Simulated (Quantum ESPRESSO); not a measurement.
The system is BP.

```
P B
1.0
     0.00000    2.26900    2.26900
     2.26900    0.00000    2.26900
     2.26900    2.26900    0.00000
P B
1 1
Direct
  0.75000 0.75000 0.75000
  0.00000 0.00000 0.00000
```

```yaml
Program: Quantum ESPRESSO 7.5
Task: phonons
Functional: PBE
Potentials_or_basis: SSSP 1.3 efficiency PBE
Cutoff: 748 eV
Density_cutoff: 5987 eV
k_mesh: 8 × 8 × 8, shifted
Occupations: fermi-dirac, width 0.05 eV
Spin: no spin polarisation
Mixing_beta: 0.5
Most_SCF_iterations: 120
SCF_threshold: 4e-10 Ry
```

The first run showed a gap, so the response started from a second, tighter run with fixed occupations.

Question: How polar is the lattice: what are the Born charges, the two dielectric constants and the LO-TO splitting?

Answer: Born charges ±0.51 e; dielectric constants 9.16 (electrons alone) and 9.27 (static); transverse and longitudinal modes at 806 and 810 cm⁻¹.
